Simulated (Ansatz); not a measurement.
FeCo: all-electron results

```
Fe Co
1.0
     2.85700    0.00000    0.00000
     0.00000    2.85700    0.00000
     0.00000    0.00000    2.85700
Fe Co
1 1
Direct
  0.50000 0.50000 0.50000
  0.00000 0.00000 0.00000
```

Atoms are numbered in the order listed.

The geometry is COD entry 9004229, unchecked; take it as a test cell.

Other magnetic orders may lie lower; this is the state that the run reached.

Methods: DFT, PBE, all-electron LAPW, scalar-relativistic (Ansatz 0.2.0); DFT, PBE, PAW with Ansatz's default frozen-core files, scalar-relativistic (Ansatz 0.2.0); DFT, PBE, all-electron PAW with datasets made for the crystal, scalar-relativistic (Ansatz 0.2.0).

For LAPW: a Γ-centred 11×11×11 k mesh, Fermi–Dirac smearing of 0.05 eV, basis error target 1 meV/atom, spin-polarised from start moments Fe1 3, Co2 2 μB. PAW takes a cutoff of 420 eV at this cell. The crystal-made all-electron datasets (AE datasets) take a cutoff of 320 eV at this cell. The Ansatz runs share mesh, smearing and spin set-up. Values come from LAPW unless marked.

| Quantity | Value |
| --- | --- |
| Moment of the cell | 4.52 μB |
| Volume per atom | 11.66 Å³ |

(1) Contact hyperfine fields (crystal-made datasets): what does the calculation give?

(2) Löwdin charges (with 0.48 e of the cell spilling out of the atomic basis, so their sizes and signs hang on that basis): what does the calculation give?

(3) Predict this quantity. Bader charges (from the PAW run).

(4) Density of states at the Fermi level (0.2 eV bin): what does the calculation give?

(5) Give the computed value. Moments in the spheres.

(6) Predict this quantity. Band gap.

(7) Pressure at this cell: what does the calculation give?

Results:

(1) Fe1 -25.0, Co2 -24.7 T, core polarisation included, positive along the moment of the spin-up electrons.

(2) Fe1 0.28, Co2 0.20 e.

(3) Fe1 +0.20, Co2 -0.20 e.

(4) 1.28 states/eV per cell.

(5) Fe1 2.83, Co2 1.81 μB.

(6) none: bands cross the Fermi level, a metal.

(7) -2.64 GPa.
